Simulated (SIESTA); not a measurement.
## GaN: band structure with PBE

**Experimental background.**

From a printed reference work, textbook, for a bulk crystal of GaN at 0 K: band gap 3.299 eV (direct).

Crystal: GaN.

```
CELL_PARAMETERS angstrom
0.00000 2.25350 2.25350
2.25350 0.00000 2.25350
2.25350 2.25350 0.00000
ATOMIC_POSITIONS crystal
Ga 0.00000 0.00000 0.00000
N 0.25000 0.25000 0.25000
```

The cell is a database's computed one.

| Property | Result |
| --- | --- |
| Program | SIESTA 5.4.2 |
| Task | band structure |
| Functional | PBE |
| Potentials or basis | PseudoDojo 0.4 standard (PBE files) |
| Basis | SZP (energy shift 0.01 Ry) |
| Grid cutoff | 800 Ry |
| Energy shift | 0.01 Ry |
| k mesh | 10 × 10 × 10 |
| Occupations | fermi-dirac, width 0.05 eV |
| Spin | no spin polarisation |

| Quantity | Value |
| --- | --- |
| Pressure | 10.0 GPa |
| Band gap on the k mesh | 1.93 eV, direct |
| Band gap along the path | 1.93 eV, direct |

Levels at the corners of the path, in eV from the valence-band top:
```tsv
point	band 5	band 6	band 7	band 8	band 9	band 10	band 11	band 12	band 13	band 14
Γ	-13.72	-13.72	0.00	0.00	0.00	1.93	10.49	10.49	10.49	27.60
X	-13.67	-11.80	-6.29	-2.90	-2.90	3.38	7.29	12.18	14.45	14.45
W	-13.70	-11.53	-5.92	-3.88	-3.84	6.59	8.68	11.14	11.37	15.40
K	-13.70	-11.66	-6.03	-4.46	-2.34	5.35	8.27	11.31	13.52	15.20
Γ	-13.72	-13.72	0.00	0.00	0.00	1.93	10.49	10.49	10.49	27.60
L	-13.70	-12.30	-7.25	-1.05	-1.05	4.83	9.38	10.91	10.91	24.05
U	-13.70	-11.66	-6.03	-4.46	-2.34	5.35	8.27	11.31	13.52	15.20
W	-13.70	-11.53	-5.92	-3.88	-3.84	6.59	8.68	11.14	11.37	15.40
L	-13.70	-12.30	-7.25	-1.05	-1.05	4.83	9.38	10.91	10.91	24.05
K	-13.70	-11.66	-6.03	-4.46	-2.34	5.35	8.27	11.31	13.52	15.20
U	-13.70	-11.66	-6.03	-4.46	-2.34	5.35	8.27	11.31	13.52	15.20
X	-13.67	-11.80	-6.29	-2.90	-2.90	3.38	7.29	12.18	14.45	14.45
```

Run time: 28 s on 1 thread of Arm Neoverse V2 (shared host), peak memory 0.24 GiB.

A measured gap of GaN is 3.299 eV (direct; 0 K; a printed reference work, textbook); the calculated 1.93 eV misses it by -1.37 eV. Spin-orbit coupling on Ga is left out. The value is that of PBE in an atomic basis (PseudoDojo 0.4 standard (PBE files), SZP (energy shift 0.01 Ry)), whose error adds to the functional's,, without temperature or zero-point motion. Semilocal functionals fall short of measured gaps as a rule. The cell is a database's relaxed one, not the measured one, which moves gaps too.

Caveat: the basis of atomic orbitals isn't converged, which shifts pressures, moduli and gaps.
